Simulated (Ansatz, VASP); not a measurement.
**Two plane-wave programs on Pd**

```
Pd
1.0
     0.00000    1.90676    1.90676
     1.90676    0.00000    1.90676
     1.90676    1.90676    0.00000
Pd
1
Direct
  0.00000 0.00000 0.00000
```

Alike in both runs: task single point; functional SVWN5; k mesh 12 × 12 × 12; occupations fermi-dirac, width 0.05 eV; no spin polarisation.

```csv
,VASP,Ansatz
version,VASP 6.6.1,Ansatz 0.2.0
potentials or method,"VASP PAW PBE potentials, release 64 (Pd)",Ansatz PAW
plane-wave cutoff (eV),520,420
valence electrons in the cell,10,18
```

Ansatz gave:

```
gap on the k mesh at the Fermi level (eV) : none
pressure (GPa)                            : 4.4
```

**Question.** What did VASP give for the same quantities?

**Answer.** gap on the k mesh at the Fermi level (eV): none; pressure (GPa): 4.0.

A gap of «none» marks a metal or a gap that the smearing closes. The two sets of potentials don't hold the same shells in valence.

Caveats: the PAW data sets were made with another functional, which shifts forces and pressure a little (VASP); the PAW data sets come from PBE, with cores solved anew for the run's functional, which leaves a small shift of forces and pressure (Ansatz).
